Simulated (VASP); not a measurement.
A run of VASP 6.6.1 is set up as follows.

File INCAR:

```
PREC = Accurate ; ENCUT = 600
EDIFF = 1E-7 ; ISMEAR = 0
SIGMA = 0.03 ; LREAL = F
LASPH = T ; NELM = 80
ALGO = Normal ; ISIF = 2
LWAVE = F ; LCHARG = F
METAGGA = R2SCAN ; LMIXTAU = T
IBRION = 2 ; NSW = 40
EDIFFG = -0.01
```

KPOINTS

```
Automatic mesh
0
Gamma
  8 8 8
```

The input POSCAR:

```
KCl                                     
1.0
    3.8209981320      0.0000000000      0.0000000000
    0.0000000000      3.8209981320      0.0000000000
    0.0000000000      0.0000000000      3.8209981320
  K               Cl            
     1     1
Direct
     0.0000000000000000    0.0000000000000000    0.0000000000000000
     0.5000000000000000    0.5000000000000000    0.5000000000000000
```

Potentials or basis: VASP PAW PBE potentials, release 64 (K_sv, Cl).

The run is started by

```sh
$ cat potpaw_PBE.64/K_sv/POTCAR potpaw_PBE.64/Cl/POTCAR > POTCAR
$ mpirun -np 1 vasp_std > vasp.out
```

**Question.** Estimate the band gap on the k mesh.

**Answer.** 5.62 eV, indirect (least direct gap 5.83 eV).

Final structure:
```
CELL_PARAMETERS angstrom
3.82100 0.00000 0.00000
0.00000 3.82100 0.00000
0.00000 0.00000 3.82100
ATOMIC_POSITIONS crystal
K 0.00000 0.00000 0.00000
Cl 0.50000 0.50000 0.50000
```

Caveat: the relaxation stopped at its first step, so nothing moved. A k mesh can miss the band edges.
